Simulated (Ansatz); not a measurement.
The system is SnTe.

```
CELL_PARAMETERS angstrom
0.00000 3.61115 3.61115
3.61115 0.00000 3.61115
3.61115 3.61115 0.00000
ATOMIC_POSITIONS crystal
Te 0.25000 0.25000 0.25000
Sn 0.00000 0.00000 0.00000
```

Measurements of this composition are mostly on another form, of space group No. 225.

```yaml
Program: Ansatz 0.2.0
Task: relaxation of cell and atoms
Functional: PBEsol
Potentials_or_basis: Ansatz PAW
Cutoff: "420 eV (not typed: the program's choice for these potentials)"
k_mesh: 7 × 7 × 7
Occupations: fermi-dirac, width 0.05 eV
Spin: no spin polarisation
```

At the start: volume 47.09 Å³/atom.

Where does the relaxation end?

It ends after 4 steps and the volume is 44.43 Å³/atom (-5.7 %); space group F-43m (No. 216, to 0.05 Å).

Step by step:
```csv
step,energy change (eV),largest force (eV/Å),volume (Å³)
1,0.0000,0.0000,94.18
2,-0.0245,0.0000,89.12
3,-0.0246,0.0000,88.85
4,-0.0240,0.0000,88.85
```

Final structure:
```
Te Sn
1.0
     0.00000    3.54172    3.54172
     3.54172    0.00000    3.54172
     3.54172    3.54172    0.00000
Te Sn
1 1
Direct
  0.25000 0.25000 0.25000
  0.00000 0.00000 0.00000
```

Caveat: the plane-wave basis is chosen anew once the cell has moved, so the energies of steps on either side of that aren't comparable; the PAW data sets come from PBE, with cores solved anew for the run's functional, which leaves a small shift of forces and pressure.
